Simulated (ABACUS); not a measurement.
Crystal: LiF (Griceite).

```
F Li
1.0
    -2.01400    0.00000    2.01400
     0.00000    2.01400    2.01400
    -2.01400    2.01400    0.00000
F Li
1 1
Direct
  0.50000 0.50000 0.50000
  0.00000 0.00000 0.00000
```

Base run:

```yaml
Program: ABACUS 3.10.1
Functional: B86bPBE
Potentials_or_basis: SPMS ONCV 1.0 PBE
Cutoff: 1143 eV
Density_cutoff: 4572 eV
Basis: plane waves
k_mesh: 9 × 9 × 9
Occupations: fermi-dirac, width 0.05 eV
Spin: no spin polarisation
```

Its results: band gap on the k mesh 9.17 eV, direct; pressure 2.5 GPa.

The run is repeated on the same cell with these changes: functional from B86bPBE to SOGGA; potentials or basis from SPMS ONCV 1.0 PBE to PseudoDojo NC SR 0.4 PBEsol stringent; cutoff from 1143 eV to 1320 eV; density cutoff from 4572 eV to 5279 eV. What comes out?

Band gap on the k mesh 8.89 eV, direct; pressure -1.8 GPa.

Caveats: the potentials were made for another functional, which shifts forces and pressure; an odd mesh through Γ misses points on the zone boundary, where band edges often lie.

Not every run made on this cell is shown here.
